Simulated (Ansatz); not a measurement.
# From the elastic tensor of GaSb to moduli and sound speeds

Theory: DFT PBEsol, scalar-relativistic, plane waves, PAW (Ansatz 0.2.0). Cutoff 420 eV, 12×12×12 k-points (Γ-centred), Fermi-Dirac smearing of 0.15 eV. No spin polarisation.

The structure is cubic, space group F-43m (No. 216). Conventional cell: a = 6.113 Å, b = 6.113 Å, c = 6.113 Å, α = 90.00°, β = 90.00°, γ = 90.00°. Around Ga (site symmetry -43m) lie 4 Sb at 2.65 Å. Around Sb (site symmetry -43m) lie 4 Ga at 2.65 Å.

In a metal, frequencies and elastic constants depend on the k mesh and the smearing, soft modes and shear constants most.

Relaxed-ion constants (GPa, on the Cartesian axes of the calculation):
```
79.8 36.9 36.9  0.0  0.0  0.0
36.9 79.8 36.9  0.0  0.0  0.0
36.9 36.9 79.8  0.0  0.0  0.0
 0.0  0.0  0.0 37.6  0.0  0.0
 0.0  0.0  0.0  0.0 37.6  0.0
 0.0  0.0  0.0  0.0  0.0 37.6
```

Density 5.568 g/cm³; 2 atoms in 57.11 Å³.

The values that follow are for a polycrystal of randomly turned grains, by Hill's mean where one number stands.

With S = C⁻¹: B_V = (C11+C22+C33+2(C12+C13+C23))/9, G_V = (C11+C22+C33−C12−C13−C23+3(C44+C55+C66))/15, 1/B_R = S11+S22+S33+2(S12+S13+S23), 15/G_R = 4(S11+S22+S33−S12−S13−S23)+3(S44+S55+S66); Hill is their mean. Then v_l = √((B+4G/3)/ρ), v_t = √(G/ρ), v_m = [(2/v_t³+1/v_l³)/3]^(−1/3) and Θ = (ħ/k_B)·v_m·(6π²n/V)^(1/3) for n atoms in the volume V; E = 9BG/(3B+G), ν = (3B−2G)/(2(3B+G)) and A^U = 5G_V/G_R + B_V/B_R − 6.

| Quantity | Value |
| --- | --- |
| Bulk modulus, Voigt / Reuss / Hill | 51.2 / 51.2 / 51.2 GPa |
| Shear modulus, Voigt / Reuss / Hill | 31.2 / 28.9 / 30.0 GPa |
| Young's modulus | 75 GPa |
| Poisson ratio | 0.255 |
| Pugh ratio B/G | 1.70 (under 1.75, the rule of thumb for brittle) |
| Universal anisotropy index | 0.39 |
| Longitudinal and transverse sound speeds | 4048 and 2323 m/s |
| Debye temperature from the mean sound speed | 251 K |

The bands only touch here, so at this level the crystal is a zero-gap semiconductor or semimetal, not an ordinary metal; spin–orbit coupling, left out, can open or move such a gap.

Cost: 1 run of about 7 core-minutes, on Arm Neoverse V2 (shared hosts).

The tensor describes an elastically anisotropic crystal: C44, at 37.6 GPa, lies well above half the difference between C11 and C12, so the crystal is stiffest along ⟨111⟩ and most compliant along ⟨100⟩. This follows from the tetrahedral sp³ network, in which a ⟨111⟩ load stretches bonds directly, while a ⟨100⟩ load is taken up largely by the softer bending of bond angles. The near equality of C12 and C44 should not be read as a sign of central forces, since the atoms are not inversion centres and the open network needs angular forces to resist shear.

The touching bands disagree with the well-known direct gap of GaSb. The likely cause is the semilocal functional, which places the s-like conduction minimum too low against the p-like valence top; spin-orbit coupling would raise that top and so would not restore the gap. The constants satisfy the cubic conditions for stability against small homogeneous strain, but this says nothing about phonons at finite wavevector.
